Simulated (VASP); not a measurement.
# SiC (Moissanite 3C) (F-43m) in VASP: a series of runs, part 2 of 2

VASP 6.6.1.

### Step 3. Relaxation of the atoms, PBE+D3(BJ) (a relaxed cell with its volume scaled by 1.02)

Input file INCAR:

```
ALGO = Normal
EDIFF = 1E-7
EDIFFG = -0.01
ENCUT = 600
GGA = PE
IBRION = 2
ISIF = 2
ISMEAR = 0
IVDW = 12
LASPH = T
LCHARG = F
LREAL = F
LWAVE = F
NELM = 80
NSW = 40
PREC = Accurate
SIGMA = 0.03
```

Input file KPOINTS:

```
k-points
0
Gamma
  10 10 10
```

Input file POSCAR:

```
SiC                                     
1.0
    0.0000000000      2.1880430536      2.1880430536
    2.1880430536      0.0000000000      2.1880430536
    2.1880430536      2.1880430536      0.0000000000
  Si              C             
     1     1
Direct
     0.0000000000000000    0.0000000000000000    0.0000000000000000
     0.2500000000000000    0.2500000000000000    0.2500000000000000
```

Potentials or basis: VASP PAW PBE potentials, release 64 (Si, C).

Run with:

```bash
$ cat potpaw_PBE.64/Si/POTCAR potpaw_PBE.64/C/POTCAR > POTCAR
$ mpirun -np 1 vasp_std > vasp.out
```

OUTCAR:

```text
EDIFF = 1E-7
   EDIFFG = -0.01
   ENCUT = 600
   GGA = PE
   IBRION = 2
   ISIF = 2
   ISMEAR = 0
   IVDW = 12
   LASPH = T
   LREAL = F
   NELM = 80
   NSW = 40
   PREC = Accurate
 IVDW          = 12

 ion  position               nearest neighbor table
   1  0.000  0.000  0.000-   2 1.89   2 1.89   2 1.89   2 1.89
   2  0.250  0.250  0.250-   1 1.89   1 1.89   1 1.89   1 1.89

  LATTYP: Found a face centered cubic cell.
 ALAT       =     4.3760861072

  Lattice vectors:

 A1 = (   0.0000000000,   2.1880430536,   2.1880430536)
 A2 = (   2.1880430536,   0.0000000000,   2.1880430536)
[... 455 lines left out ...]

 E8    (eV) :    -0.2236

  FORCE on cell =-STRESS in cart. coord.  units (eV):
  Direction    XX          YY          ZZ          XY          YZ          ZX
  --------------------------------------------------------------------------------------
  -------------------------------------------------------------------------------------
  Total      -0.54945    -0.54945    -0.54945     0.00000    -0.00000     0.00000
  in kB     -42.01868   -42.01868   -42.01868     0.00000    -0.00000     0.00000
  external pressure =      -42.02 kB  Pullay stress =        0.00 kB

 VOLUME and BASIS-vectors are now :
 -----------------------------------------------------------------------------
  energy-cutoff  :      600.00
  volume of cell :       20.95
      direct lattice vectors                 reciprocal lattice vectors
     0.000000000  2.188043054  2.188043054    -0.228514699  0.228514699  0.228514699
     2.188043054  0.000000000  2.188043054     0.228514699 -0.228514699  0.228514699
     2.188043054  2.188043054  0.000000000     0.228514699  0.228514699 -0.228514699

 POSITION                                       TOTAL-FORCE (eV/Angst)
 -----------------------------------------------------------------------------------
      0.00000      0.00000      0.00000         0.000000      0.000000      0.000000
      1.09402      1.09402      1.09402        -0.000000     -0.000000     -0.000000
 -----------------------------------------------------------------------------------
    total drift:                               -0.000000     -0.000000     -0.000000

  FREE ENERGIE OF THE ION-ELECTRON SYSTEM (eV)
  ---------------------------------------------------
  free  energy   TOTEN  =       -15.6568930908 eV

  energy  without entropy=      -15.6568930908  energy(sigma->0) =      -15.65689309

 reached required accuracy - stopping structural energy minimisation
```

CONTCAR:

```text
SiC
   1.00000000000000
     0.0000000000000000    2.1880430536000000    2.1880430536000000
     2.1880430536000000    0.0000000000000000    2.1880430536000000
     2.1880430536000000    2.1880430536000000    0.0000000000000000
  Si              C
     1     1
Direct
     0.0000000000000000    0.0000000000000000    0.0000000000000000
     0.2500000000000000    0.2500000000000000    0.2500000000000000

  0.00000000E+00  0.00000000E+00  0.00000000E+00
  0.00000000E+00  0.00000000E+00  0.00000000E+00
```

It took 11 s on 1 thread of Intel Xeon Platinum 8488C (Sapphire Rapids), shared host; peak memory 0.16 GiB.

Results:

```yaml
Free_energy: -15.6569 eV
Pressure_after_relaxing: -4.2 GPa
Band_gap_on_the_k_mesh: 1.37 eV, indirect (least direct gap 4.53 eV)
Dispersion_energy_per_atom: -0.297 eV
```

Final structure:
```xyz
2
Lattice="0.0000 2.1880 2.1880 2.1880 0.0000 2.1880 2.1880 2.1880 0.0000" Properties=species:S:1:pos:R:3 pbc="T T T"
Si    0.0000    0.0000    0.0000
C     1.0940    1.0940    1.0940
```

Caveat: the relaxation stopped at its first step, so nothing moved. A k mesh can miss the band edges.

### Step 4. Relaxation of the atoms, PBE+D3(BJ) (a relaxed cell with its volume scaled by 1.04)

INCAR is that of step 3.

KPOINTS is that of step 3.

Input file POSCAR:

```
SiC                                     
1.0
    0.0000000000      2.2022515235      2.2022515235
    2.2022515235      0.0000000000      2.2022515235
    2.2022515235      2.2022515235      0.0000000000
  Si              C             
     1     1
Direct
     0.0000000000000000    0.0000000000000000    0.0000000000000000
     0.2500000000000000    0.2500000000000000    0.2500000000000000
```

Run with:

```bash
$ cat potpaw_PBE.64/Si/POTCAR potpaw_PBE.64/C/POTCAR > POTCAR
$ mpirun -np 1 vasp_std > vasp.out
```

It took 12 s on 1 thread of Intel Xeon Platinum 8488C (Sapphire Rapids), shared host; peak memory 0.15 GiB.

Results (log left out):

| Item | Value |
| --- | --- |
| Free energy | -15.6415 eV |
| Pressure after relaxing | -8.0 GPa |
| Band gap on the k mesh | 1.39 eV, indirect (least direct gap 4.51 eV) |
| Dispersion energy per atom | -0.292 eV |

Final structure:
```
Si C
1.0
     0.00000    2.20225    2.20225
     2.20225    0.00000    2.20225
     2.20225    2.20225    0.00000
Si C
1 1
Direct
  0.00000 0.00000 0.00000
  0.25000 0.25000 0.25000
```

Levels at points of the mesh, in eV from the valence-band top:
```csv
k point,band 1,band 2,band 3,band 4,band 5,band 6,band 7,band 8
"(0.00, 0.00, 0.00)",-15.16,0.00,0.00,0.00,5.86,7.09,7.09,7.09
"(0.50, 0.00, 0.00)",-11.71,-8.36,-1.04,-1.04,5.15,7.10,7.10,9.88
"(0.50, 0.50, 0.00)",-10.29,-7.70,-3.12,-3.12,1.39,4.21,13.66,13.66
```

Caveat: the relaxation stopped at its first step, so nothing moved. A k mesh can miss the band edges.

### Step 5. The runs side by side

| cell | gap on the mesh (eV) | pressure (GPa) |
| --- | --- | --- |
| atoms relaxed | 1.35 | 0.0 |
| atoms relaxed from: a relaxed cell with its volume scaled by 1.02 | 1.37 | -4.2 |
| atoms relaxed from: a relaxed cell with its volume scaled by 1.04 | 1.39 | -8.0 |

Alike in all rows: task relaxation of the atoms; level PBE+D3(BJ); potentials or basis VASP PAW PBE potentials, release 64 (Si, C); no spin polarisation; k mesh 10 × 10 × 10; cutoff (eV) 600; smearing gaussian 0.03 eV.

Caveats: the relaxation stopped at its first step, so nothing moved.

Absolute energies hang on the potentials; compare differences alone.

### Step 6. Comparison with measurements

Step 2. A measured gap of SiC is 2.4 eV (indirect; quoted in “Insight into the structural, elastic and electronic properties of a new orthorhombic 6O-SiC polytype”, 2020, pmc:7200658); the calculated 1.35 eV misses it by -1.05 eV. The value is that of PBE+D3(BJ) on a finite k mesh, which can miss the band edges, without temperature or zero-point motion. Semilocal functionals fall short of measured gaps as a rule.
